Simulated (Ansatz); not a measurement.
Take a crystal in which Hf has been replaced by Pt on all its sites, with the cell rescaled by a rough guess (in some cases also distorted within its space group) and nothing relaxed:

```xyz
1
Lattice="0.0000 1.8565 1.8565 1.8565 0.0000 1.8565 1.8565 1.8565 0.0000" Properties=species:S:1:pos:R:3 pbc="T T T"
Pt    0.0000    0.0000    0.0000
```

Method: Ansatz, DFT PBEsol, scalar-relativistic, plane waves, PAW.

Settings: cutoff 420 eV, Γ-centred mesh 20×20×20 on the computed 1-atom cell, Gaussian smearing of 0.10 eV; no spin polarisation.

(1) What pressure does the cell carry?

(2) Is it a metal on this mesh?

Spin-orbit coupling is left out, which matters for the bands of heavy elements.

## Answers

(1) The pressure is 71.0 GPa (positive in compression), so the cell would expand.

(2) Yes, a band crosses the Fermi level.